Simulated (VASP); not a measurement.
Here is a VASP 6.6.1 calculation.

File POSCAR:

```
TePb
1.0
    0.0000000000      3.2678368520      3.2678368520
    3.1557500480      0.0000000000      3.2678368520
    3.1557500480      3.2678368520      0.0000000000
Pb Te
1 1
Direct
    0.0000000000      0.0000000000      0.0000000000
    0.5000000000      0.5000000000      0.5000000000
```

File INCAR.step1:

```
  PREC = Accurate
  ENCUT = 520
  ISMEAR = 0
  SIGMA = 0.01
  LREAL = False
  LASPH = True
  NELM = 100
  NBANDS = 17
  GGA = PE
  ALGO = Normal
  EDIFF = 1E-4
  LWAVE = True
  LCHARG = False
```

File INCAR.step2:

```
  PREC = Accurate
  ENCUT = 520
  EDIFF = 1E-6
  ISMEAR = 0
  SIGMA = 0.01
  LREAL = False
  LASPH = True
  NELM = 100
  ALGO = Normal
  ISIF = 2
  LWAVE = False
  LCHARG = False
  METAGGA = R2SCAN
  LMIXTAU = True
  NBANDS = 17
  ISTART = 1
```

KPOINTS

```
regular mesh
0
Gamma
  8 8 8
```

Potentials or basis: VASP PAW PBE potentials, release 64 (Pb_d, Te).

Launch:

```sh
$ cat potpaw_PBE.64/Pb_d/POTCAR potpaw_PBE.64/Te/POTCAR > POTCAR
$ cp INCAR.step1 INCAR
$ mpirun -np 1 vasp_std > vasp.out
$ cp INCAR.step2 INCAR
$ mpirun -np 1 vasp_std > vasp.out
```

(1) What does it give for the pressure?

(2) Estimate the band gap on the k mesh.

Results:

(1) 1.7 GPa.

(2) 0.94 eV, direct.

Caveat: the PAW data sets were made with another functional, which shifts forces and pressure a little; spin-orbit coupling is left out, which as a rule narrows the gap of such compounds by several tenths of an eV.
